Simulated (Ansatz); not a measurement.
# Dielectric response of AgBr (001) films, part 2 of 5

How well do thin rocksalt AgBr (001) films screen a perpendicular field?

Ansatz 0.2.0; plane-wave DFT, PBEsol, Ansatz PAW.

So far. Step 2 (Relaxing the film, 6 atoms, units 3): The gap is 0.82 eV, with the valence edge 5.40 eV and the conduction edge 4.58 eV under the upper vacuum level.

## (3) The relaxed film, single point, 6 atoms, units 3

The film was relaxed beforehand; a single point on the relaxed positions gives its levels and potential.

Contents of input.yaml:

```yaml
crystal:
  lattice:
    - [4.08000613, 0.0, 0.0]
    - [0.0, 4.08000613, 0.0]
    - [0.0, 0.0, 23.77]
  atoms:
    - { symbol: Ag, position: [0.5, 0.5, 0.3854976968] }
    - { symbol: Br, position: [0.0, 0.0, 0.3800856773] }
    - { symbol: Ag, position: [0.0, 0.0, 0.5000000029] }
    - { symbol: Br, position: [0.5, 0.5, 0.4999999978] }
    - { symbol: Ag, position: [0.5, 0.5, 0.6145023003] }
    - { symbol: Br, position: [0.0, 0.0, 0.6199143249] }
kpoints:
  mp_grid: { grid: [6, 6, 1] }
hamiltonian:
  xc: pbesol
scf:
  occupations: { method: fixed }
  convergence: { dr2_threshold: 1.0e-09 }
efield:
  axis: 3
  dipole_correction: true
  ramp_position: 0.97
  ramp_width: 0.06
output:
  eigenvalues: true
  write_potential: true
  write_density: true
  volumetric_format: npy
```

On the command line:

```bash
$ ansatz run input.yaml --threads 4 --pin off --max-ram 8192MiB --backend cpu --events-out ev --progress --plain --runs-dir out
```

Numbers of over 12 decimals in the logs are rounded to 6 here.

The log of the run:

```text
[...]
Crystal: 6 atoms, lattice volume = 395.686 Å³
Basis set: ecut = 420 eV, 7751 PW (Γ)
Bands: 47, of which v1, the nominal top of the filled ones, is band 39 counted from 1 (38 counted from 0)
Symmetry: 8 space group operations
k-points: 10 of 36
[...]
SCF iter   1: F=—  HF=-30777.271764 eV  |F-HF|=—  |Δ(HF+E_count)|=         —  Δρ=3.09e-3  dr2=3.68e-2  ethr=1.77e-3  p=0.000 e·Å  D=5.04e-12 V/Å  ΔV_dip=-0.00 eV  dr2_dipole=1.04e-8  V_vac-E_F(+/−)=5.38/5.38 eV  ⟨swp⟩=5.7  Hψ=1736  notcnv=0  defer=53
[...]
SCF iter   9: F=-30777.266683 eV  HF=-30777.266683 eV  |F-HF|=1.16e-10  |Δ(HF+E_count)|=   3.59e-9  Δρ=2.48e-7  dr2=3.56e-10  ethr=1.28e-12  p=0.000 e·Å  D=5.74e-9 V/Å  ΔV_dip=-0.00 eV  dr2_dipole=2.54e-15  V_vac-E_F(+/−)=5.40/5.40 eV  ⟨swp⟩=17.3  Hψ=2251  notcnv=0
the search or the solves at the SCF's close seem to have found levels that the self-consistency loop had missed (the run counts 1). By its estimate they hold under 1e-12 electrons; where the run keeps them, the occupations were computed again with them
SCF 1 converged in 9 iterations: F = -30777.266683 eV  dr2 = 3.56e-10
[...]
SCF converged after 9 iterations
Free energy (F): -30777.266683 eV
[...]
Internal energy: -30777.266683 eV  (E = F + TS)
E sigma→0 (E₀):  -30777.266683 eV
Fermi energy:    -0.584544 eV
Dipole field:    D = 0.000000 V/Å  (p = 0.000000 e·Å, saw-weighted, corrected)
Work function:   Φ+ = 5.3981 eV   Φ− = 5.3980 eV
[...]
--- Band table (eV; the first three rows and the last of 10) ---
  k-point 0: bands = [... 35 lower, -2.2679, -2.2679, -2.1405, -2.0401, 0.2383, 1.3613, 1.7405, 4.3759, ... 4 higher]
  k-point 1: bands = [... 35 lower, -1.8905, -1.7190, -1.5757, -1.5042, 1.1254, 1.8323, 2.2611, 4.4598, ... 4 higher]
  k-point 2: bands = [... 35 lower, -1.1841, -1.1397, -1.0145, -0.8957, 2.6850, 2.7999, 3.2318, 4.3803, ... 4 higher]
  k-point 9: bands = [... 35 lower, -2.7183, -2.7183, -2.2913, -2.0137, 0.9557, 1.9154, 2.1523, 6.3148, ... 4 higher]
```

Elapsed: 5.8 s, on 4 threads of Arm Neoverse V1, shared host; peak memory 0.78 GiB.

This step gave:

```
gap on the k-mesh       : 0.8228 eV
dipole along the normal : 1.18e-7 e·Å
```

Running mean over 2.885 Å of the planar mean; the ramp of the sawtooth is left out. Table of electron's electrostatic potential energy less the highest filled level by z:

z (Å), electron's electrostatic potential energy less the highest filled level (eV) and a bar from the least value:
```
        3       5.40 ##############################
        4       5.40 ##############################
        5       5.40 ##############################
        6       5.35 ##############################
        7       4.44 ###########################
        8      -0.76 #########
        9      -2.76 ##
       10      -3.17 
       11      -3.16 
       12      -2.86 #
       13      -3.27 
       14      -3.03 #
       15      -2.66 ##
       16       0.50 #############
       17       4.93 ############################
       18       5.38 ##############################
       19       5.40 ##############################
       20       5.40 ##############################
```

The gap is 0.82 eV, with the valence edge 5.40 eV and the conduction edge 4.58 eV under the upper vacuum level.

## (4) Atoms held, 6 atoms, units 3, field 0.1 V/Å

A sawtooth potential applies the field, turning back in the middle of the vacuum. With the dipole correction the typed value is the field outside the slab. The induced dipole is small, so the SCF threshold is tight.

Edit input.yaml of step 3 so:

```diff
@@ -18,3 +18,3 @@
   occupations: { method: fixed }
-  convergence: { dr2_threshold: 1.0e-09 }
+  convergence: { dr2_threshold: 1.0e-10 }
 efield:
@@ -22,6 +22,6 @@
   dipole_correction: true
-  ramp_position: 0.97
-  ramp_width: 0.06
+  ramp_position: 0.9354
+  ramp_width: 0.1291
+  amplitude: 0.1
 output:
-  eigenvalues: true
   write_potential: true
```

The log of the run:

```text
[...]
Crystal: 6 atoms, lattice volume = 395.686 Å³
Basis set: ecut = 420 eV, 7751 PW (Γ)
Bands: 47, of which v1, the nominal top of the filled ones, is band 39 counted from 1 (38 counted from 0)
Symmetry: 8 space group operations
k-points: 10 of 36
[...]
SCF iter  12: F=-30777.270006 eV  HF=-30777.270006 eV  |F-HF|=5.82e-11  |Δ(HF+E_count)|=  1.53e-10  Δρ=7.03e-8  dr2=1.36e-11  ethr=1.00e-12  p=0.066 e·Å  D=3.04e-2 V/Å  ΔV_dip=-0.72 eV  dr2_dipole=1.31e-14  V_vac-E_F(+/−)=5.98/4.70 eV  ⟨swp⟩=17.8  Hψ=2069  notcnv=0
[...]
SCF 1 converged in 12 iterations: F = -30777.270006 eV  dr2 = 1.36e-11
[...]
SCF converged after 12 iterations
[...]
Free energy (F): -30777.270006 eV
[...]
Internal energy: -30777.270006 eV  (E = F + TS)
E sigma→0 (E₀):  -30777.270006 eV
Fermi energy:    -0.560809 eV
Dipole field:    D = 0.030393 V/Å  (p = 0.066461 e·Å, saw-weighted, corrected)
Work function:   not extracted (applied field tilts the vacuum); planar V_es + V_field profile in the machine report
[...]
--- Band table (eV; the first three rows and the last of 10) ---
  k-point 0: bands = [... 35 lower, -2.2638, -2.2638, -2.1439, -2.0369, 0.2358, 1.3623, 1.7402, 4.1808, ... 4 higher]
  k-point 1: bands = [... 35 lower, -1.8913, -1.7153, -1.5775, -1.5020, 1.1212, 1.8346, 2.2608, 4.3405, ... 4 higher]
  k-point 2: bands = [... 35 lower, -1.1906, -1.1389, -1.0148, -0.8899, 2.6645, 2.8167, 3.2326, 4.3677, ... 4 higher]
  k-point 9: bands = [... 35 lower, -2.7137, -2.7137, -2.2904, -2.0130, 0.9530, 1.9173, 2.1519, 6.3106, ... 4 higher]
```

The job ended after 6.5 s (4 threads; peak memory 0.76 GiB).

This step gave:

```
gap on the k-mesh       : 0.7966 eV
dipole along the normal : 0.06646 e·Å
```

The dipole is 0.0665 e·Å, and the gap on the mesh 0.797 eV.

## (5) Atoms held, 6 atoms, units 3, field -0.1 V/Å

Edit input.yaml of step 4 so:

```diff
@@ -24,3 +24,3 @@
   ramp_width: 0.1291
-  amplitude: 0.1
+  amplitude: -0.1
 output:
```

The log of the run:

```text
[...]
Crystal: 6 atoms, lattice volume = 395.686 Å³
Basis set: ecut = 420 eV, 7751 PW (Γ)
Bands: 47, of which v1, the nominal top of the filled ones, is band 39 counted from 1 (38 counted from 0)
Symmetry: 8 space group operations
k-points: 10 of 36
[...]
k-point 0: bands = [... 35 lower, -2.2640, -2.2640, -2.1441, -2.0370, 0.2357, 1.3622, 1.7400, 4.1807, ... 4 higher]
  k-point 1: bands = [... 35 lower, -1.8915, -1.7154, -1.5777, -1.5022, 1.1211, 1.8344, 2.2607, 4.3404, ... 4 higher]
  k-point 2: bands = [... 35 lower, -1.1908, -1.1391, -1.0150, -0.8901, 2.6644, 2.8166, 3.2324, 4.3675, ... 4 higher]
  k-point 9: bands = [... 35 lower, -2.7138, -2.7138, -2.2906, -2.0132, 0.9528, 1.9171, 2.1517, 6.3104, ... 4 higher]
[key lines of the parts left out:]
SCF converged after 12 iterations
Free energy (F): -30777.270006 eV
Fermi energy:    -0.560975 eV
Dipole field:    D = -0.030393 V/Å  (p = -0.066461 e·Å, saw-weighted, corrected)
```

It took 6.5 s on 4 threads; peak memory 0.76 GiB.

The dipole is -0.0665 e·Å, and the gap on the mesh 0.797 eV.

## (6) Response with the atoms held, 6 atoms, units 3

This step: plane-wave DFT, PBEsol, Ansatz PAW; response to a field along the normal, atoms held (Ansatz 0.2.0).

The two fields give this film's response with the atoms held: the electronic part.

Numbers from this step:

| Quantity | Value |
| --- | --- |
| equivalent conductor thickness p/(ε₀AE) | 7.224 Å |
| distance between the outer atoms | 5.701 Å |
| thickness | 8.655 Å |

Local field over the applied field, running mean. From the potentials at -0.1 and 0.1 V/Å; running mean over 2.885 Å, taken twice. Table of local field over applied field by z:

```
z (Å)  local field over applied field
  4.5                           0.994
  5.0                           0.983
  5.5                           0.958
  6.0                           0.909
  6.5                           0.833
  7.0                           0.732
  7.5                           0.612
  8.0                           0.486
  8.5                           0.370
  9.0                           0.278
  9.5                           0.213
 10.0                           0.175
 10.5                           0.158
 11.0                           0.153
 11.5                           0.152
 12.0                           0.152
 12.5                           0.152
 13.0                           0.154
 13.5                           0.164
 14.0                           0.190
 14.5                           0.240
 15.0                           0.317
 15.5                           0.421
 16.0                           0.544
 16.5                           0.669
 17.0                           0.781
 17.5                           0.871
 18.0                           0.935
 18.5                           0.972
 19.0                           0.990
 19.5                           0.985
```

Electrons, planar mean, per unit field. The induced electron density by z:

```
z (Å)  induced electron density (e/Å³ per V/Å)
 4.16                                   2.0e-6
 4.61                                   5.8e-6
 5.05                                   1.7e-5
 5.35                                   3.3e-5
 5.79                                   9.1e-5
 6.24                                   2.4e-4
 6.69                                   6.1e-4
 7.13                                  0.00142
 7.43                                  0.00232
 7.87                                  0.00373
 8.32                                  0.00325
 8.77                                   5.1e-4
 9.21                                  -1.0e-4
 9.66                                  -9.4e-4
 9.95                                 -0.00183
10.40                                  -4.3e-4
10.85                                  0.00136
11.29                                  0.00122
11.74                                   6.0e-5
12.03                                  -5.5e-5
12.48                                 -0.00122
12.92                                 -0.00136
13.37                                   4.3e-4
13.82                                  0.00183
14.11                                   9.4e-4
14.56                                   1.0e-4
15.00                                  -5.1e-4
15.45                                 -0.00325
15.90                                 -0.00373
16.34                                 -0.00232
16.64                                 -0.00142
17.08                                  -6.1e-4
17.53                                  -2.4e-4
17.98                                  -9.1e-5
18.42                                  -3.3e-5
18.72                                  -1.7e-5
19.16                                  -5.8e-6
19.61                                  -2.0e-6
```

By hand: between -0.1 and 0.1 V/Å the dipole changes by 0.1329 e·Å, a slope of 0.6646 e·Å²/V. A perfect conductor of thickness t has p = ε₀AEt, so t = 180.95 × 0.6646 / 16.646 = 7.22 Å (e/ε₀ = 180.95 V·Å, A in Å²).

The induced dipole is that of a conductor 7.22 Å thick.

## (7) Relaxing in the field, 6 atoms, field 0.05 V/Å

This step: plane-wave DFT, PBEsol, Ansatz PAW (Ansatz 0.2.0).

Now the atoms may follow the field. A weak field makes forces of meV/Å to tens of meV/Å, so the force tolerance is set well below the usual one.

Edit input.yaml of step 5 so:

```diff
@@ -24,3 +24,6 @@
   ramp_width: 0.1291
-  amplitude: -0.1
+  amplitude: 0.05
+relax:
+  f_tol: 0.0006
+  max_steps: 70
 output:
```

The log of the run:

```text
[...]
Crystal: 6 atoms, lattice volume = 395.686 Å³
Basis set: ecut = 420 eV, 7751 PW (Γ), exchange–correlation on 60×60×320 points (8 copies of the dense FFT grid, shifted against one another)
Bands: 47, of which v1, the nominal top of the filled ones, is band 39 counted from 1 (38 counted from 0)
Symmetry: 8 space group operations
k-points: 10 of 36
[...]
SCF iter  11: F=-30777.267477 eV  HF=-30777.267477 eV  |F-HF|=7.28e-11  |Δ(HF+E_count)|=   3.94e-9  Δρ=1.65e-7  dr2=6.35e-11  ethr=1.00e-12  p=0.033 e·Å  D=1.52e-2 V/Å  ΔV_dip=-0.36 eV  dr2_dipole=1.06e-13  V_vac-E_F(+/−)=5.69/5.05 eV  ⟨swp⟩=6.3  Hψ=2880  notcnv=0
SCF 1 converged in 11 iterations: F = -30777.267477 eV  dr2 = 6.35e-11
[...]
relax step   1: F+E_penalty+E_count = -30777.26747681 eV  Δ(F+E_penalty+E_count) = +0.000e0 eV  max|allowed force component| = 1.288e-2 eV/Å  Δτ_max = 0.0000 Å  (11 SCF iters, accepted)
[...]
SCF iter   8: F=-30777.267547 eV  HF=-30777.267547 eV  |F-HF|=9.82e-11  |Δ(HF+E_count)|=  6.26e-10  Δρ=6.98e-8  dr2=1.73e-11  ethr=1.00e-12  p=0.036 e·Å  D=1.64e-2 V/Å  ΔV_dip=-0.39 eV  dr2_dipole=6.85e-14  V_vac-E_F(+/−)=5.68/5.07 eV  ⟨swp⟩=7.1  Hψ=2456  notcnv=0
SCF 2 converged in 8 iterations: F = -30777.267547 eV  dr2 = 1.73e-11
relax step   2: F+E_penalty+E_count = -30777.26754693 eV  Δ(F+E_penalty+E_count) = -7.012e-5 eV  max|allowed force component| = 5.113e-3 eV/Å  Δτ_max = 0.0035 Å  (8 SCF iters, accepted)
SCF iter   1: F=—  HF=-30777.267359 eV  |F-HF|=—  |Δ(HF+E_count)|=         —  Δρ=1.38e-5  dr2=4.80e-6  ethr=5.88e-8  p=0.036 e·Å  D=1.64e-2 V/Å  ΔV_dip=-0.39 eV  dr2_dipole=1.12e-6  V_vac-E_F(+/−)=5.68/5.07 eV  ⟨swp⟩=4.0  Hψ=990  notcnv=0  defer=59
[...]
SCF iter   6: F=-30777.267551 eV  HF=-30777.267551 eV  |F-HF|=2.91e-11  |Δ(HF+E_count)|=  3.67e-10  Δρ=1.18e-7  dr2=4.17e-11  ethr=1.00e-12  p=0.036 e·Å  D=1.66e-2 V/Å  ΔV_dip=-0.39 eV  dr2_dipole=4.33e-12  V_vac-E_F(+/−)=5.68/5.07 eV  ⟨swp⟩=7.0  Hψ=2386  notcnv=0
SCF 3 converged in 6 iterations: F = -30777.267551 eV  dr2 = 4.17e-11
relax step   3: F+E_penalty+E_count = -30777.26755086 eV  Δ(F+E_penalty+E_count) = -3.926e-6 eV  max|allowed force component| = 1.401e-3 eV/Å  Δτ_max = 0.0012 Å  (6 SCF iters, accepted)
SCF iter   1: F=—  HF=-30777.267551 eV  |F-HF|=—  |Δ(HF+E_count)|=         —  Δρ=3.30e-6  dr2=2.92e-8  ethr=4.21e-9  p=0.036 e·Å  D=1.66e-2 V/Å  ΔV_dip=-0.39 eV  dr2_dipole=4.03e-9  V_vac-E_F(+/−)=5.68/5.07 eV  ⟨swp⟩=2.2  Hψ=918  notcnv=0  defer=39
[...]
SCF iter   4: F=-30777.267551 eV  HF=-30777.267551 eV  |F-HF|=6.18e-11  |Δ(HF+E_count)|=  4.47e-10  Δρ=1.08e-7  dr2=4.55e-11  ethr=1.00e-12  p=0.036 e·Å  D=1.66e-2 V/Å  ΔV_dip=-0.39 eV  dr2_dipole=5.75e-13  V_vac-E_F(+/−)=5.68/5.08 eV  ⟨swp⟩=5.8  Hψ=2743  notcnv=0
SCF 4 converged in 4 iterations: F = -30777.267551 eV  dr2 = 4.55e-11
relax step   4: F+E_penalty+E_count = -30777.26755139 eV  Δ(F+E_penalty+E_count) = -5.322e-7 eV  max|allowed force component| = 3.829e-4 eV/Å  Δτ_max = 0.0003 Å  (4 SCF iters, accepted)
NSCF: frozen V_eff on 10 k-points
[...]
SCF converged after 4 iterations
[...]
Free energy (F): -30777.267551 eV
[...]
Internal energy: -30777.267551 eV  (E = F + TS)
E sigma→0 (E₀):  -30777.267551 eV
Fermi energy:    -0.582115 eV
Dipole field:    D = 0.016564 V/Å  (p = 0.036220 e·Å, saw-weighted, corrected)
Work function:   not extracted (applied field tilts the vacuum); planar V_es + V_field profile in the machine report
[...]
--- Forces (eV/Å), atoms counted from 1 ---
  atom   1  Ag     0.00000000     0.00000000    -0.00027390
  atom   2  Br    -0.00000000     0.00000000    -0.00008272
  atom   3  Ag    -0.00000000     0.00000000     0.00038311
  atom   4  Br     0.00000000     0.00000000     0.00033593
  atom   5  Ag     0.00000000     0.00000000    -0.00027618
  atom   6  Br    -0.00000000     0.00000000    -0.00008504
  max |Σ_I F_I| component: 1.19e-6 eV/Å
--- Band table (eV; the first three rows and the last of 10) ---
  k-point 0: bands = [... 35 lower, -2.2678, -2.2678, -2.1406, -2.0400, 0.2381, 1.3613, 1.7404, 4.3260, ... 4 higher]
  k-point 1: bands = [... 35 lower, -1.8905, -1.7188, -1.5758, -1.5041, 1.1250, 1.8324, 2.2610, 4.4365, ... 4 higher]
  k-point 2: bands = [... 35 lower, -1.1846, -1.1396, -1.0146, -0.8954, 2.6832, 2.8014, 3.2318, 4.3784, ... 4 higher]
  k-point 9: bands = [... 35 lower, -2.7182, -2.7182, -2.2913, -2.0137, 0.9555, 1.9155, 2.1522, 6.3144, ... 4 higher]
--- Relaxed structure (4 steps of the walk, 4 accepted, 0 SCFs on fresh bases) ---
  F+E_penalty+E_count = -30777.26755139 eV   max|allowed force component| = 3.829e-4 eV/Å
  atoms:
    - { symbol: Ag, position: [0.5, 0.5, 0.385609] }
    - { symbol: Br, position: [0, 0.0, 0.379948] }
    - { symbol: Ag, position: [0, 0.0, 0.500073] }
    - { symbol: Br, position: [0.5, 0.5, 0.499978] }
    - { symbol: Ag, position: [0.5, 0.5, 0.614614] }
    - { symbol: Br, position: [0, 0.0, 0.619779] }
```

It took 14 s on 4 threads; peak memory 0.75 GiB.

Hardly anything moved in the relaxation; the energy changed by under 0.2 meV an atom.

Numbers from this step:

| Quantity | Value |
| --- | --- |
| gap on the k-mesh | 0.8202 eV |
| dipole along the normal | 0.03622 e·Å |

The relaxation took 4 steps and lowered the energy by 7.5e-5 eV; the largest force on the free atoms ends at 3.8e-4 eV/Å.

The dipole is 0.0362 e·Å, and the gap on the mesh 0.820 eV.

## (8) Field on, atoms free, 6 atoms, field -0.05 V/Å

The opposite sign, again from the field-free geometry; the difference of the two cancels what relaxes without a field.

Edit input.yaml of step 7 so:

```diff
@@ -24,3 +24,3 @@
   ramp_width: 0.1291
-  amplitude: 0.05
+  amplitude: -0.05
 relax:
```

The log of the run:

```text
[...]
Crystal: 6 atoms, lattice volume = 395.686 Å³
Basis set: ecut = 420 eV, 7751 PW (Γ), exchange–correlation on 60×60×320 points (8 copies of the dense FFT grid, shifted against one another)
Bands: 47, of which v1, the nominal top of the filled ones, is band 39 counted from 1 (38 counted from 0)
Symmetry: 8 space group operations
k-points: 10 of 36
[...]
--- Relaxed structure (4 steps of the walk, 4 accepted, 0 SCFs on fresh bases) ---
  F+E_penalty+E_count = -30777.26755139 eV   max|allowed force component| = 3.830e-4 eV/Å
  atoms:
    - { symbol: Ag, position: [0.5, 0.5, 0.385386] }
    - { symbol: Br, position: [0, 0.0, 0.380221] }
    - { symbol: Ag, position: [0, 0.0, 0.499927] }
    - { symbol: Br, position: [0.5, 0.5, 0.500022] }
    - { symbol: Ag, position: [0.5, 0.5, 0.614391] }
    - { symbol: Br, position: [0, 0.0, 0.620052] }
[key lines of the parts left out:]
SCF converged after 4 iterations
Free energy (F): -30777.267551 eV
Fermi energy:    -0.582194 eV
Dipole field:    D = -0.016564 V/Å  (p = -0.036221 e·Å, saw-weighted, corrected)
```

It took 14 s on 4 threads; peak memory 0.75 GiB.

Hardly anything moved in the relaxation; the energy changed by under 0.2 meV an atom.

The relaxation took 4 steps and lowered the energy by 7.5e-5 eV; the largest force on the free atoms ends at 3.8e-4 eV/Å.

The dipole is -0.0362 e·Å, and the gap on the mesh 0.820 eV.

## (9) Response with the atoms relaxed, 6 atoms, units 3

This step: plane-wave DFT, PBEsol, Ansatz PAW; response to a field along the normal, atoms relaxed (Ansatz 0.2.0).

The two relaxed runs give the static response.

Numbers from this step:

```yaml
equivalent_conductor_thickness_p_eps_0ae: 7.875 Å
```

Local field over the applied field, running mean. From the potentials at -0.05 and 0.05 V/Å; running mean over 2.885 Å, taken twice. Local field over applied field against z:

```
z (Å)  local field over applied field
  4.5                           0.993
  5.0                           0.979
  5.5                           0.937
  6.0                           0.863
  6.5                           0.794
  7.0                           0.712
  7.5                           0.582
  8.0                           0.453
  8.5                           0.372
  9.0                           0.302
  9.5                           0.185
 10.0                          0.0950
 10.5                          0.0774
 11.0                          0.0626
 11.5                         -2.8e-4
 12.0                         -0.0231
 12.5                          0.0316
 13.0                          0.0718
 13.5                          0.0836
 14.0                           0.123
 14.5                           0.243
 15.0                           0.340
 15.5                           0.401
 16.0                           0.510
 16.5                           0.644
 17.0                           0.756
 17.5                           0.825
 18.0                           0.897
 18.5                           0.962
 19.0                           0.988
 19.5                           0.985
```

The induced dipole is that of a conductor 7.87 Å thick.

[end of part 2 of 5]

[Logs are printed without paths, hosts, clocks, repeated set-up lines and the standing remarks that a program may print on its own settings, such as how far it seeks lower states.]

[Hosts, paths, dates, database ids (printed as entryN), source tags and the programs' standing remarks are cut or masked in the printed files.]

[Maps of the electrostatic potential energy from Ansatz leave out the sawtooth potential of an applied field or a dipole correction, so their vacuum need not be flat; planar profiles and work functions include it.]
